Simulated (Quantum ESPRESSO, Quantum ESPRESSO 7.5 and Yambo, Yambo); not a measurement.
## Quasiparticle gap of CdTe (F-43m) in Yambo

How does a plane-wave GW calculation on CdTe (F-43m) run from the first input to the gap?

Main program and level: Quantum ESPRESSO 7.5 and Yambo 5.3.0; PBE and many-body steps on it, plane waves.

**What was measured.**

- Gap 1.48 ± 0.02 eV: direct optical gap from Tauc analysis, 1.5 h deposition; UV-vis diffuse reflectance; film (electrodeposited 1.5 h on FTO, Te-rich) (“Electrodeposition of CdTe Thin Films for Solar Energy Water Splitting”, 2020, pmc:7177234).

- Gap 1.592 eV: near-band-edge L1 bound-exciton energy extrapolated to 0 K (Varshni), slightly below the true gap; temperature-dependent photoluminescence; 0 K; bulk crystal (vertical Bridgman single crystal) (“Photoluminescence characteristics of Cd1-xMnxTe single crystals grown by the vertical Bridgman method”, 2012, pmc:3275455).

- Gap 1.32 ± 0.02 eV: direct optical gap from Tauc analysis, 2.5 h deposition; UV-vis diffuse reflectance; film (electrodeposited 2.5 h on FTO, nearly stoichiometric) (“Electrodeposition of CdTe Thin Films for Solar Energy Water Splitting”, 2020, pmc:7177234).

### Step 1. Set-up

The structure is cubic, space group F-43m (No. 216). The conventional cell has a = 6.480 Å, b = 6.480 Å, c = 6.480 Å, α = 90.00°, β = 90.00°, γ = 90.00°. Cd has 4 Te at 2.81 Å nearest. Nearest to Te lie 4 Cd at 2.81 Å. Farther neighbours and most contacts between anions are not listed.

The cell and positions come from the Crystallography Open Database and are kept as given unless a step says otherwise. Spin-orbit coupling is left out unless a step names it.

### Step 2. Ground state

This step: Quantum ESPRESSO 7.5; DFT, PBE, plane waves, norm-conserving pseudopotentials.

The ground-state density comes first.

Contents of pw.in:

```
&control
  calculation = 'scf'
  prefix = 'x'
  outdir = 'o'
  pseudo_dir = 'pseudo'
/
&system
  ibrav = 0
  nat = 2
  ntyp = 2
  ecutwfc = 94.0
  nbnd = 27
  force_symmorphic = .true.
/
&electrons
  conv_thr = 1e-10
  electron_maxstep = 80
  mixing_beta = 0.5
/
ATOMIC_SPECIES
  Cd 112.41 Cd.upf
  Te 127.6 Te.upf
CELL_PARAMETERS angstrom
  0.0000000000 3.2400000000 3.2400000000
  3.2400000000 0.0000000000 3.2400000000
  3.2400000000 3.2400000000 0.0000000000
ATOMIC_POSITIONS crystal
  Cd 0.0000000000 0.0000000000 0.0000000000
  Te 0.2500000000 0.2500000000 0.2500000000
K_POINTS automatic
  6 6 6 0 0 0
```

Launch:

```sh
> OMP_NUM_THREADS=1 mpirun -n 8 pw.x -nk 8 -in pw.in > pw.out
```

The log of the run:

```text
Program PWSCF v.7.5 starts

     This program is part of the open-source Quantum ESPRESSO suite
     for quantum simulation of materials; please cite
         "P. Giannozzi et al., J. Phys.:Condens. Matter 21 395502 (2009);
         "P. Giannozzi et al., J. Phys.:Condens. Matter 29 465901 (2017);
         "P. Giannozzi et al., J. Chem. Phys. 152 154105 (2020);
     in publications or presentations arising from this work. More details at
     Message from routine setup:
     using ibrav=0 with symmetry is DISCOURAGED, use correct ibrav instead

     G-vector sticks info

     bravais-lattice index     =            0
     lattice parameter (alat)  =       8.6588  a.u.
     unit-cell volume          =     459.0517 (a.u.)^3
     number of atoms/cell      =            2
     number of atomic types    =            2
     number of electrons       =        44.00
     number of Kohn-Sham states=           27
     kinetic-energy cutoff     =      94.0000  Ry
     charge density cutoff     =     376.0000  Ry
     scf convergence threshold =      1.0E-10
     mixing beta               =       0.5000
     number of iterations used =            8  plain     mixing
     Exchange-correlation= PBE
                           (   1   4   3   4   0   0   0)

     celldm(1)=   8.658823  celldm(2)=   0.000000  celldm(3)=   0.000000
     celldm(4)=   0.000000  celldm(5)=   0.000000  celldm(6)=   0.000000

     crystal axes: (cart. coord. in units of alat)
               a(1) = (   0.000000   0.707107   0.707107 )
               a(2) = (   0.707107   0.000000   0.707107 )
               a(3) = (   0.707107   0.707107   0.000000 )

     reciprocal axes: (cart. coord. in units 2 pi/alat)
               b(1) = ( -0.707107  0.707107  0.707107 )
               b(2) = (  0.707107 -0.707107  0.707107 )
               b(3) = (  0.707107  0.707107 -0.707107 )
     Pseudo is Norm-conserving + core correction, Zval = 20.0
     Generated using ONCVPSP code by D. R. Hamann
     Using radial grid of 1368 points,  6 beta functions with:
     Pseudo is Norm-conserving + core correction, Zval = 24.0
     Generated using ONCVPSP code by D. R. Hamann
     Using radial grid of 1294 points,  8 beta functions with:
     Cd               20.00   112.41000     Cd( 1.00)
     Te               24.00   127.60000     Te( 1.00)

     24 Sym. Ops. (no inversion) found

   Cartesian axes

     site n.     atom                  positions (alat units)
         1        Cd     tau(   1) = (   0.0000000   0.0000000   0.0000000  )
         2        Te     tau(   2) = (   0.3535534   0.3535534   0.3535534  )

     number of k points=    16
                       cart. coord. in units 2pi/alat
        k(    1) = (   0.0000000   0.0000000   0.0000000), wk =   0.0092593
        k(    2) = (   0.1178511   0.1178511  -0.1178511), wk =   0.0740741
        k(    3) = (   0.2357023   0.2357023  -0.2357023), wk =   0.0740741
        k(    4) = (  -0.3535534  -0.3535534   0.3535534), wk =   0.0370370
        k(    5) = (   0.2357023   0.0000000  -0.0000000), wk =   0.0555556
        k(    6) = (   0.3535534   0.1178511  -0.1178511), wk =   0.2222222
        k(    7) = (  -0.2357023  -0.4714045   0.4714045), wk =   0.2222222
        k(    8) = (  -0.1178511  -0.3535534   0.3535534), wk =   0.2222222
        k(    9) = (   0.0000000  -0.2357023   0.2357023), wk =   0.1111111
        k(   10) = (   0.4714045   0.0000000  -0.0000000), wk =   0.0555556
     [... 4 further rows ...]
        k(   15) = (  -0.1178511  -0.3535534   0.5892557), wk =   0.2222222
        k(   16) = (  -0.7071068   0.2357023   0.0000000), wk =   0.1111111

     Dense  grid:    56833 G-vectors     FFT dimensions: (  54,  54,  54)

     Initial potential from superposition of free atoms

     starting charge      43.9996, renormalised to      44.0000
     Starting wfcs are   23 randomized atomic wfcs +    4 random wfcs

     per-process dynamical memory:    42.3 Mb

     Self-consistent Calculation

     iteration #  1     ecut=    94.00 Ry     beta= 0.50

     Threshold (ethr) on eigenvalues was too large:
     Diagonalizing with lowered threshold

     total energy              =    -911.71304830 Ry
     estimated scf accuracy    <       0.05443595 Ry

     iteration #  2     ecut=    94.00 Ry     beta= 0.50

     total energy              =    -911.72582388 Ry
     estimated scf accuracy    <       0.00648707 Ry

     iteration #  3     ecut=    94.00 Ry     beta= 0.50

     total energy              =    -911.72678050 Ry
     estimated scf accuracy    <       0.00078072 Ry

     iteration #  4     ecut=    94.00 Ry     beta= 0.50

     total energy              =    -911.72684387 Ry
     estimated scf accuracy    <       0.00003910 Ry

     iteration #  5     ecut=    94.00 Ry     beta= 0.50

     total energy              =    -911.72684962 Ry
     estimated scf accuracy    <       0.00000206 Ry

     iteration #  6     ecut=    94.00 Ry     beta= 0.50

     total energy              =    -911.72685029 Ry
     estimated scf accuracy    <       0.00000020 Ry

     iteration #  7     ecut=    94.00 Ry     beta= 0.50

     total energy              =    -911.72685033 Ry
     estimated scf accuracy    <       0.00000004 Ry

     iteration #  8     ecut=    94.00 Ry     beta= 0.50

     total energy              =    -911.72685034 Ry
     estimated scf accuracy    <          1.3E-09 Ry

     iteration #  9     ecut=    94.00 Ry     beta= 0.50

     End of self-consistent calculation

          k = 0.0000 0.0000 0.0000 (  7119 PWs)   bands (ev):

  -150.4560-100.4825-100.4825-100.4825 -93.9053 -54.9601 -54.9601 -54.9601
   -27.7572 -27.7572 -27.7572 -27.7493 -27.7493  -2.9059  -0.0114  -0.0114
    -0.0114   0.2489   0.2489   8.2696   8.2696   8.2696   9.0401  12.8896
    12.8896  12.8896  15.7323

          k = 0.1179 0.1179-0.1179 (  7099 PWs)   bands (ev):

  -150.4560-100.4825-100.4825-100.4825 -93.9053 -54.9601 -54.9601 -54.9601
   -27.7572 -27.7571 -27.7571 -27.7493 -27.7493  -2.8061   0.0073   0.0073
     0.0721   0.2477   0.2477   6.5355   8.0422   8.0422  10.1291  13.0047
    13.2280  13.2280  16.8030

          k = 0.2357 0.2357-0.2357 (  7072 PWs)   bands (ev):

  -150.4560-100.4825-100.4825-100.4825 -93.9053 -54.9602 -54.9601 -54.9601
   -27.7573 -27.7569 -27.7569 -27.7492 -27.7492  -2.6065   0.0395   0.0395
     0.2517   0.2517   0.3518   4.6935   7.6614   7.6614  10.2025  13.5145
    13.5145  14.5341  16.3414

          k =-0.3536-0.3536 0.3536 (  7120 PWs)   bands (ev):

     [... further k-points ...]

     highest occupied, lowest unoccupied level (ev):     8.2696    9.0401

!    total energy              =    -911.72685034 Ry
     estimated scf accuracy    <          4.2E-11 Ry

     The total energy is the sum of the following terms:
     one-electron contribution =    -703.52209231 Ry
     hartree contribution      =     340.89973766 Ry
     xc contribution           =    -120.80708728 Ry
     ewald contribution        =    -428.29740841 Ry

     convergence has been achieved in   9 iterations

     XML data file, charge density, pseudopotentials, collected wavefunctions

=------------------------------------------------------------------------------=
   JOB DONE.
=------------------------------------------------------------------------------=
```

It took 11 s on 8 MPI ranks of Arm Neoverse V1, shared host; peak memory 0.71 GiB.

Numbers from this step:

- total energy: -12404.6757 eV
- gap: 0.7705 eV
- k of the valence top: 0, 0, 0
- k of the conduction bottom: 0, 0, 0
- least direct gap: 0.7705 eV

The gap is direct, at Γ.

### Step 3. Bands along the symmetry lines

Levels along a band path, at the cheap level, show where the edges lie and whether the meshes to come will hold them.

Contents of pw.in:

```
&control
  calculation = 'bands'
  prefix = 'x'
  outdir = 'o'
  pseudo_dir = 'pseudo'
/
&system
  ibrav = 0
  nat = 2
  ntyp = 2
  ecutwfc = 94.0
  nbnd = 28
  force_symmorphic = .true.
/
&electrons
  conv_thr = 1e-9
  electron_maxstep = 80
  diago_full_acc = .true.
  diago_thr_init = 5e-6
/
ATOMIC_SPECIES
  Cd 112.41 Cd.upf
  Te 127.6 Te.upf
CELL_PARAMETERS angstrom
  0.0000000000 3.2400000000 3.2400000000
  3.2400000000 0.0000000000 3.2400000000
  3.2400000000 3.2400000000 0.0000000000
ATOMIC_POSITIONS crystal
  Cd 0.0000000000 0.0000000000 0.0000000000
  Te 0.2500000000 0.2500000000 0.2500000000
K_POINTS crystal
  50
  0.00000000 0.00000000 0.00000000 1
  -0.06250000 -0.06250000 0.00000000 1
  -0.12500000 -0.12500000 0.00000000 1
  -0.18750000 -0.18750000 0.00000000 1
  -0.25000000 -0.25000000 0.00000000 1
  -0.31250000 -0.31250000 0.00000000 1
  -0.37500000 -0.37500000 0.00000000 1
  -0.43750000 -0.43750000 0.00000000 1
  -0.50000000 -0.50000000 0.00000000 1
  -0.48437500 -0.48437500 0.03125000 1
  -0.46875000 -0.46875000 0.06250000 1
  -0.45312500 -0.45312500 0.09375000 1
  -0.43750000 -0.43750000 0.12500000 1
  -0.42187500 -0.42187500 0.15625000 1
  -0.40625000 -0.40625000 0.18750000 1
  -0.39062500 -0.39062500 0.21875000 1
  -0.37500000 -0.37500000 0.25000000 1
  -0.37500000 0.00000000 0.37500000 1
  -0.32812500 0.00000000 0.32812500 1
  -0.28125000 0.00000000 0.28125000 1
  -0.23437500 0.00000000 0.23437500 1
  -0.18750000 0.00000000 0.18750000 1
  -0.14062500 0.00000000 0.14062500 1
  -0.09375000 0.00000000 0.09375000 1
  -0.04687500 0.00000000 0.04687500 1
  0.00000000 0.00000000 0.00000000 1
  0.00000000 0.00000000 0.06250000 1
  0.00000000 0.00000000 0.12500000 1
  0.00000000 0.00000000 0.18750000 1
  0.00000000 0.00000000 0.25000000 1
  0.00000000 0.00000000 0.31250000 1
  0.00000000 0.00000000 0.37500000 1
  0.00000000 0.00000000 0.43750000 1
  0.00000000 0.00000000 0.50000000 1
  -0.06250000 -0.03125000 0.46875000 1
  -0.12500000 -0.06250000 0.43750000 1
  -0.18750000 -0.09375000 0.40625000 1
  -0.25000000 -0.12500000 0.37500000 1
  -0.31250000 -0.15625000 0.34375000 1
  -0.37500000 -0.18750000 0.31250000 1
  -0.43750000 -0.21875000 0.28125000 1
  -0.50000000 -0.25000000 0.25000000 1
  -0.50000000 -0.28125000 0.21875000 1
  -0.50000000 -0.31250000 0.18750000 1
  -0.50000000 -0.34375000 0.15625000 1
  -0.50000000 -0.37500000 0.12500000 1
  -0.50000000 -0.40625000 0.09375000 1
  -0.50000000 -0.43750000 0.06250000 1
  -0.50000000 -0.46875000 0.03125000 1
  -0.50000000 -0.50000000 0.00000000 1
```

The log of the run:

```text
[banner, memory and clock lines left out]
Program PWSCF v.7.5 starts

     Atomic positions and unit cell read from directory:
     o/x.save/

     Message from routine setup:
     using ibrav=0 with symmetry is DISCOURAGED, use correct ibrav instead

     G-vector sticks info

     bravais-lattice index     =            0
     lattice parameter (alat)  =       8.6588  a.u.
     unit-cell volume          =     459.0517 (a.u.)^3
     number of atoms/cell      =            2
     number of atomic types    =            2
     number of electrons       =        44.00
     number of Kohn-Sham states=           28
     kinetic-energy cutoff     =      94.0000  Ry
     charge density cutoff     =     376.0000  Ry
     Exchange-correlation= PBE
                           (   1   4   3   4   0   0   0)

     celldm(1)=   8.658823  celldm(2)=   0.000000  celldm(3)=   0.000000
     celldm(4)=   0.000000  celldm(5)=   0.000000  celldm(6)=   0.000000

     crystal axes: (cart. coord. in units of alat)
               a(1) = (   0.000000   0.707107   0.707107 )
               a(2) = (   0.707107   0.000000   0.707107 )
               a(3) = (   0.707107   0.707107   0.000000 )

     reciprocal axes: (cart. coord. in units 2 pi/alat)
               b(1) = ( -0.707107  0.707107  0.707107 )
               b(2) = (  0.707107 -0.707107  0.707107 )
               b(3) = (  0.707107  0.707107 -0.707107 )
     Pseudo is Norm-conserving + core correction, Zval = 20.0
     Generated using ONCVPSP code by D. R. Hamann
     Using radial grid of 1368 points,  6 beta functions with:
     Pseudo is Norm-conserving + core correction, Zval = 24.0
     Generated using ONCVPSP code by D. R. Hamann
     Using radial grid of 1294 points,  8 beta functions with:
     Cd               20.00   112.41000     Cd( 1.00)
     Te               24.00   127.60000     Te( 1.00)

     24 Sym. Ops. (no inversion) found

   Cartesian axes

     site n.     atom                  positions (alat units)
         1        Cd     tau(   1) = (   0.0000000   0.0000000   0.0000000  )
         2        Te     tau(   2) = (   0.3535534   0.3535534   0.3535534  )

     number of k points=    50
                       cart. coord. in units 2pi/alat
        k(    1) = (   0.0000000   0.0000000   0.0000000), wk =   0.0400000
        k(    2) = (   0.0000000   0.0000000  -0.0883883), wk =   0.0400000
        k(    3) = (   0.0000000   0.0000000  -0.1767767), wk =   0.0400000
[...]
[... 38 further rows ...]
        k(   49) = (   0.0441942  -0.0000000  -0.7071068), wk =   0.0400000
        k(   50) = (   0.0000000   0.0000000  -0.7071068), wk =   0.0400000

     Dense  grid:    56833 G-vectors     FFT dimensions: (  54,  54,  54)

     The potential is recalculated from file :
     o/x.save/charge-density

     Starting wfcs are   23 randomized atomic wfcs +    5 random wfcs

     Band Structure Calculation

     End of band structure calculation

          k = 0.0000 0.0000 0.0000 (  7119 PWs)   bands (ev):

  -150.4559-100.4824-100.4824-100.4824 -93.9054 -54.9602 -54.9602 -54.9602
   -27.7572 -27.7572 -27.7572 -27.7493 -27.7493  -2.9059  -0.0114  -0.0114
    -0.0114   0.2488   0.2488   8.2696   8.2696   8.2696   9.0401  12.8896
    12.8896  12.8896  15.7323  17.7426

          k = 0.0000 0.0000-0.0884 (  7055 PWs)   bands (ev):

  -150.4559-100.4824-100.4824-100.4824 -93.9054 -54.9602 -54.9602 -54.9601
   -27.7572 -27.7570 -27.7570 -27.7493 -27.7492  -2.8857  -0.0057  -0.0057
[...]
13.0421  13.0421  16.0292  16.9638

          k = 0.0000 0.0000-0.1768 (  7075 PWs)   bands (ev):

  -150.4559-100.4824-100.4824-100.4824 -93.9054 -54.9602 -54.9602 -54.9602
[...]
13.4575  13.4575  15.9608  16.8536

          k =-0.0000 0.0000-0.2652 (  7055 PWs)   bands (ev):

[...]
k = 0.0000 0.0000-0.3536 (  7059 PWs)   bands (ev):

[...]
k = 0.0000-0.0000-0.4419 (  7059 PWs)   bands (ev):

[...]
k =-0.0000 0.0000-0.5303 (  7055 PWs)   bands (ev):

[...]
k = 0.0000-0.0000-0.6187 (  7071 PWs)   bands (ev):

[...]
k = 0.5303-0.0000-0.5303 (  7030 PWs)   bands (ev):

[...]
k = 0.0000 0.0000 0.0000 (  7119 PWs)   bands (ev):

[...]
k = 0.1326 0.0000-0.7071 (  7056 PWs)   bands (ev):

[...]
k = 0.0884-0.0000-0.7071 (  7054 PWs)   bands (ev):

[...]
k = 0.0442-0.0000-0.7071 (  7066 PWs)   bands (ev):

  -150.4559-100.4824-100.4824-100.4824 -93.9054 -54.9602 -54.9602 -54.9602
[...]
16.9418  17.2513  17.5044  19.2383

          k = 0.0000 0.0000-0.7071 (  7078 PWs)   bands (ev):

  -150.4559-100.4824-100.4824-100.4824 -93.9054 -54.9602 -54.9602 -54.9602
   -27.7578 -27.7566 -27.7566 -27.7494 -27.7489  -2.3880   0.1439   0.1529
     0.1529   0.2791   0.7400   3.9680   6.4086   6.4086  10.8859  10.9507
    17.0978  17.4167  17.4167  19.2020

     XML data file, pseudopotentials, collected wavefunctions
```

It took 8.2 s on 8 MPI ranks; peak memory 0.62 GiB; 65 s of CPU time.

This step gave:

```yaml
gap: 0.7705 eV
k_of_the_valence_top: 0, 0, 0
k_of_the_conduction_bottom: 0, 0, 0
least_direct_gap: 0.7705 eV
```

The gap is 0.770 eV, as in the run before at this level.

The electronic bands at the labelled points (eV, zero at the top of the highest filled band):

```csv
point,band 19,band 20,band 21,band 22,band 23,band 24,band 25,band 26
Γ,-8.02,0.00,0.00,0.00,0.77,4.62,4.62,4.62
halfway,-7.99,-2.66,-1.08,-1.08,2.95,3.34,6.49,6.49
X,-7.53,-4.30,-1.86,-1.86,2.62,2.68,8.83,9.15
halfway,-7.51,-4.27,-2.15,-1.78,2.72,3.25,8.10,8.50
U,-7.48,-4.20,-2.55,-1.54,2.91,4.53,7.36,7.48
jump to K,-7.48,-4.20,-2.55,-1.54,2.91,4.53,7.36,7.48
halfway,-7.96,-3.01,-1.49,-0.45,2.83,4.89,5.33,5.45
Γ,-8.02,0.00,0.00,0.00,0.77,4.62,4.62,4.62
halfway,-8.02,-2.72,-0.43,-0.43,1.99,5.17,5.17,5.37
L,-7.67,-4.42,-0.77,-0.77,1.82,5.21,5.21,7.07
halfway,-7.57,-4.23,-2.06,-1.26,3.24,4.61,5.99,7.21
W,-7.45,-4.18,-2.32,-2.19,4.26,4.69,5.57,6.32
halfway,-7.49,-4.24,-2.10,-2.04,3.32,3.32,7.47,7.56
X,-7.53,-4.30,-1.86,-1.86,2.62,2.68,8.83,9.15
```

The electronic bands as a text plot (rows in eV, shown from -8.0 to 6.8 only):

```
    6.5 |     ++            ++                 +         ++++
    5.8 |    +              ++++             ++      ++++ ++
    5.2 |  ++              ++++++++++      ++++++++++    +
    4.6 |++               +     ++++++++++++        ++++++++
    4.0 |  ++            +                              +++++
    3.4 |    +++++     ++   ++++                      ++     +
    2.8 |    +++++++++++++++    +                    +        +++
    2.2 |  ++                    ++++      +++++  +++
    1.5 | +                          +   ++     ++
    0.9 |+                            +++
    0.3 |
   -0.3 |****                   ***************
   -0.9 |    ***            **** **      **    *******
   -1.5 |  **   ***** ******    *  **               *****
   -2.2 |    *       ****   **** **        *          ***********
   -2.8 |     **         ***    *           *
   -3.4 |       **            **             **
   -4.0 |         ************                 **    ************
   -4.6 |                                        ****
   -5.2 |
   -5.8 |
   -6.5 |
   -7.1 |
   -7.7 |     *******************            ********************
         Γ           X  U|K            Γ         L        W     X
```

[end of part 1 of 3]

[Paths, hosts, dates, memory and timing lines, banners, echoed tables and standing remarks are left out of the program output.]

[Logs are printed without paths, hosts, clocks, repeated set-up lines and the standing remarks that a program may print on its own settings, such as how far it seeks lower states.]

[Runs of the session that timed out or met a known fault of the program may be left out.]

[Hosts, paths, dates, database ids (printed as entryN), source tags and the programs' standing remarks are cut or masked in the printed files.]
